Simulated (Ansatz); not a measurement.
## Ga: clamped-ion strain scan

These are results of DFT PBEsol, scalar-relativistic, plane waves, PAW (Ansatz), not measurements. Cutoff 420 eV, Γ-centred 18×18×16 k-points, Gaussian smearing of 0.15 eV. No spin polarisation. Energies are free energies at this smearing, counted from the undisturbed cell; pressure is positive in compression.

Zero of the scan (as given, not relaxed at this level; it stands at -1.9 GPa; this form isn't the usual structure):

```yaml
crystal:
  lattice:
    - [1.45000, -4.06500, 0.00000]
    - [1.45000, 4.06500, 0.00000]
    - [0.00000, 0.00000, 3.17000]
  atoms:
    - { symbol: Ga, position: [0.86700, 0.13300, 0.25000] }
    - { symbol: Ga, position: [0.13300, 0.86700, 0.75000] }
```

The cell is strained by ε times the Voigt pattern (0, 0, 0, 0, 1, 0) (xx, yy, zz, yz, xz, xy; engineering shear) with fractional coordinates fixed. The cell is metallic on the mesh throughout.

```tsv
ε	ΔE (meV/atom)	stress summed along the pattern (GPa, tension positive)	pressure (GPa)
-0.0200	-0.2	0.11	-1.9
-0.0100	0.0	0.07	-1.9
0.0000	0.0	0.00	-1.9
0.0025	0.0	-0.02	-1.9
0.0050	0.0	-0.03	-1.9
0.0075	0.0	-0.05	-1.9
0.0125	-0.1	-0.08	-1.9
0.0150	-0.1	-0.09	-1.9
0.0175	-0.1	-0.10	-1.9
```

By symmetry 0.0200 repeats -0.0200, -0.0150 repeats 0.0150, 0.0100 repeats -0.0100, -0.0050 repeats 0.0050 in energy, with the opposite slope along the path. All sampled points lie below the start, which is a maximum along this line.